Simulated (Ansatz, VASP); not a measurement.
As in VASP and in Ansatz

```
CELL_PARAMETERS angstrom
1.89075 1.09163 3.36813
-1.89075 1.09163 3.36813
0.00000 -2.18325 3.36813
ATOMIC_POSITIONS crystal
As 0.23017 0.23017 0.23017
As 0.76983 0.76983 0.76983
```

Alike in both runs: functional PBEsol; k mesh 15 × 15 × 15; occupations gaussian, width 0.1 eV; no spin polarisation.

Ansatz relaxed the structure, and its values are those at the end. VASP's run is a single point on that final structure, the one shown.

|  | VASP | Ansatz |
| --- | --- | --- |
| version | VASP 6.6.1 | Ansatz 0.2.0 |
| potentials or method | VASP PAW PBE potentials, release 64 (As) | scalar-relativistic, plane waves, PAW |
| plane-wave cutoff (eV) | 520 | 420 |
| valence electrons in the cell | 10 | 30 |

Ansatz gave:

| Property | Result |
| --- | --- |
| gap on the k mesh at the Fermi level (eV) | none |
| pressure (GPa) | 0.0 |
| rms of the force components (eV/Å) | 0.000 |

**Question.** Estimate VASP's values.

**Answer.** gap on the k mesh at the Fermi level (eV): none; pressure (GPa): 0.4; rms of the force components (eV/Å): 0.033.

A gap of «none» marks a metal or a gap that the smearing closes. With one functional, cell and mesh, what is left measures potentials, basis and numerics. The two sets of potentials don't hold the same shells in valence.

Caveats: the PAW data sets were made with another functional, which shifts forces and pressure a little (VASP).
